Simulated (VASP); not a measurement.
A run of VASP 6.6.1:

File INCAR:

```
PREC     = Accurate       # precision mode
ENCUT    = 520            # plane-wave cutoff, eV
EDIFF    = 1E-6           # SCF threshold, eV
ISMEAR   = 0              # smearing method
SIGMA    = 0.1            # smearing width, eV
LREAL    = F              # projectors in reciprocal space
LASPH    = T              # aspherical terms in the spheres
NELM     = 80             # most SCF steps
ALGO     = Normal         # electronic algorithm
ISIF     = 2              # what is computed and relaxed
LWAVE    = F              # write WAVECAR
LCHARG   = T              # write CHGCAR
GGA      = PE             # functional
LELF     = T              # ELF
LVHAR    = T            
NBANDS   = 14             # bands
```

KPOINTS

```
Automatic mesh
0
Gamma
  16 16 16
```

File POSCAR:

```
ZrB
1.0
    0.0000000000      2.3209312500      2.3209312500
    2.3209312500      0.0000000000      2.3209312500
    2.3209312500      2.3209312500      0.0000000000
Zr B
1 1
Direct
    0.0000000000      0.0000000000      0.0000000000
    0.5000000000      0.5000000000      0.5000000000
```

Potentials or basis: VASP PAW PBE potentials, release 64 (Zr_sv, B).

Run with:

```sh
$ cat potpaw_PBE.64/Zr_sv/POTCAR potpaw_PBE.64/B/POTCAR > POTCAR
$ mpirun -np 1 vasp_std > vasp.out
```

Hardware: 1 thread of AMD EPYC 9R45 (Zen 5), with other jobs on the host.

How long does it take, and how much memory?

Wall time 23 s on 1 thread of AMD EPYC 9R45 (Zen 5) (shared host), peak memory 0.14 GiB. Counts: scf iterations 13, k points 145.
